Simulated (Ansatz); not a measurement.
**ZnO and its competing phases**

Method: DFT PBE, scalar-relativistic, plane waves, PAW in Ansatz 0.2.0. Settings: cutoff 420 eV, Γ-centred meshes spaced at most about 0.3 Å⁻¹ (2π included), Gaussian smearing. No spin polarisation.

The zero of energy is the elements' standard structures at the same level (O₂ as a molecule); no fitted shifts are applied.

Temperature and zero-point effects are left out.

The competitors are the elements and 2 reference phases of this chemical system (from databases or known types: Zn5O12, ZnO), relaxed at the same level; other known phases may be missing.

The candidate was reached from: 4-connected net, two elements alternating.

```yaml
crystal:
  lattice:
    - [-3.28491, 3.28491, 3.28491]
    - [3.28491, -3.28491, 3.28491]
    - [3.28491, 3.28491, -3.28491]
  atoms:
    - { symbol: Zn, position: [0.12500, 0.75000, 0.87500] }
    - { symbol: Zn, position: [0.62500, 0.37500, 0.25000] }
    - { symbol: Zn, position: [0.75000, 0.87500, 0.12500] }
    - { symbol: Zn, position: [0.87500, 0.12500, 0.75000] }
    - { symbol: Zn, position: [0.37500, 0.25000, 0.62500] }
    - { symbol: Zn, position: [0.25000, 0.62500, 0.37500] }
    - { symbol: O, position: [0.75000, 0.37500, 0.62500] }
    - { symbol: O, position: [0.12500, 0.87500, 0.25000] }
    - { symbol: O, position: [0.25000, 0.12500, 0.87500] }
    - { symbol: O, position: [0.37500, 0.62500, 0.75000] }
    - { symbol: O, position: [0.87500, 0.25000, 0.12500] }
    - { symbol: O, position: [0.62500, 0.75000, 0.37500] }
```

**Question.** Is it stable, and against what?

**Answer.** Not the lowest form: another structure of the same formula lies lower. Its formation energy is -1.287 eV/atom. The lowest competing phase at this composition is this:

```
phase       space group  source  share of atoms  ΔE_f (eV/atom)
  ZnO  P6_3mc (No. 186)     COD          1.0000          -1.424
```

The candidate lies 137 meV/atom above this phase. The candidate matches no cell in the subsets of the Crystallography Open Database and the Materials Project at hand. It is metastable at best. Whether it is a true minimum wasn't tested by phonons.
